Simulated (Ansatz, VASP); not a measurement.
# One calculation of As, two programs

```
CELL_PARAMETERS angstrom
-1.69264 1.69264 1.69264
1.69264 -1.69264 1.69264
1.69264 1.69264 -1.69264
ATOMIC_POSITIONS crystal
As 0.00000 0.00000 0.00000
```

Alike in both runs: task single point; functional BLYP; k mesh 14 × 14 × 14; occupations fermi-dirac, width 0.1 eV; no spin polarisation.

|  | VASP | Ansatz |
| --- | --- | --- |
| version | VASP 6.6.1 | Ansatz 0.2.0 |
| potentials or method | VASP PAW PBE potentials, release 64 (As) | plane waves (420 eV) with PAW, scalar-relativistic |
| plane-wave cutoff (eV) | 520 | 420 |
| valence electrons in the cell | 5 | 15 |

Ansatz gave:

* pressure (GPa): 5.9

What did VASP give for the same quantities?

Pressure (GPa): 6.2.

The functional is the same, so the differences come from potentials, cutoffs and numerics. The two sets of potentials don't hold the same shells in valence.

Caveats: the PAW data sets were made with another functional, which shifts forces and pressure a little (VASP).
